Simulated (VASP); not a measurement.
Here is a VASP 6.6.1 calculation.

The input POSCAR:

```
Ge
1.0
    0.0000000000      2.8400000000      2.8400000000
    2.8400000000      0.0000000000      2.8400000000
    2.8400000000      2.8400000000      0.0000000000
Ge
2
Direct
    0.0000000000      0.0000000000      0.0000000000
    0.2500000000      0.2500000000      0.2500000000
```

Contents of INCAR.step1:

```
SYSTEM = Ge
ALGO     = Fast           ! electronic algorithm
EDIFF    = 1E-8           ! SCF threshold, eV
EDIFFG   = -0.002         ! ionic threshold
ENCUT    = 600            ! plane-wave cutoff, eV
GGA      = PS             ! functional
IBRION   = 2              ! ionic algorithm
ISIF     = 3              ! what is computed and relaxed
ISMEAR   = 0              ! smearing method
LASPH    = .TRUE.         ! aspherical terms in the spheres
LCHARG   = .FALSE.        ! write CHGCAR
LREAL    = .FALSE.        ! projectors in reciprocal space
LWAVE    = .FALSE.        ! write WAVECAR
NELM     = 100            ! most SCF steps
NSW      = 40             ! ionic steps
PREC     = Accurate       ! precision mode
SIGMA    = 0.05           ! smearing width, eV
```

Contents of INCAR.step2:

```
SYSTEM = Ge
ALGO     = Fast           ! electronic algorithm
EDIFF    = 1E-8           ! SCF threshold, eV
ENCUT    = 600            ! plane-wave cutoff, eV
GGA      = PS             ! functional
IBRION   = 6              ! ionic algorithm
ISIF     = 3              ! what is computed and relaxed
ISMEAR   = 0              ! smearing method
LASPH    = .TRUE.         ! aspherical terms in the spheres
LCHARG   = .FALSE.        ! write CHGCAR
LREAL    = .FALSE.        ! projectors in reciprocal space
LWAVE    = .FALSE.        ! write WAVECAR
NELM     = 100            ! most SCF steps
NFREE    = 2            
NSW      = 1              ! ionic steps
POTIM    = 0.015          ! step
PREC     = Accurate       ! precision mode
SIGMA    = 0.05           ! smearing width, eV
```

KPOINTS

```
k-points
0
G
  12 12 12
  0 0 0
```

Potentials or basis: VASP PAW PBE potentials, release 64 (Ge_d).

Launch:

```bash
$ cat potpaw_PBE.64/Ge_d/POTCAR > POTCAR
$ cp INCAR.step1 INCAR
$ mpirun -np 1 vasp_std > vasp.out
$ cp CONTCAR POSCAR
$ cp INCAR.step2 INCAR
$ mpirun -np 1 vasp_std > vasp.out
```

Question: Estimate the elastic constants C11, C12, C44.

Answer: 115, 45, 59 GPa.

Question: Estimate the Voigt bulk modulus.

Answer: 68 GPa.

Question: What does it give for the relaxed cell?

Answer: a = 4.012 Å, b = 4.012 Å, c = 4.012 Å, α = 60.00°, β = 60.00°, γ = 60.00°.

Question: Predict the space group after relaxing (to 0.05 Å).

Answer: Fd-3m (No. 227).

Elastic tensor in Voigt notation (GPa, in the Cartesian axes of the cell as first typed):
```
115  45  45   0   0   0
 45 115  45   0   0   0
 45  45 115   0   0   0
  0   0   0  59   0   0
  0   0   0   0  59   0
  0   0   0   0   0  59
```

Caveat: the PAW data sets were made with another functional, which shifts forces and pressure a little.
